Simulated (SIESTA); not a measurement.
ZrB2:

```
Zr B
1.0
     3.17000    0.00000    0.00000
    -1.58500    2.74530    0.00000
     0.00000    0.00000    3.53300
Zr B
1 2
Direct
  0.00000 0.00000 0.00000
  0.66667 0.33333 0.50000
  0.33333 0.66667 0.50000
```

Base run:

| Quantity | Value |
| --- | --- |
| Program | SIESTA 5.4.2 |
| Functional | PBE |
| Potentials or basis | PseudoDojo 0.4 standard (PBE files) |
| Basis | DZP (energy shift 0.003 Ry; two zetas on semicore shells) |
| Grid cutoff | 800 Ry |
| Energy shift | 0.003 Ry |
| k mesh | 10 × 10 × 8 |
| Occupations | fermi-dirac, width 0.05 eV |
| Spin | no spin polarisation |
| Hubbard terms | Zr d U = 2 eV |

Its results: band gap on the k mesh none (metal or under the smearing width); pressure 5.6 GPa.

**Question.** The run is repeated on the same cell with these changes: functional from PBE to vdW-DF-cx; hubbard terms from Zr d U = 2 eV to none. What comes out?

**Answer.** Band gap on the k mesh none (metal or under the smearing width); pressure -1.3 GPa.

Several settings changed at once, so the effect can't be laid on one alone.

Caveats: the basis of atomic orbitals isn't converged, which shifts pressures, moduli and gaps; U without spin polarisation on a metal has little footing (some runs); the U is typed as a test and isn't derived for this compound (some runs); the potentials were made for another functional, which shifts forces and pressure (some runs).
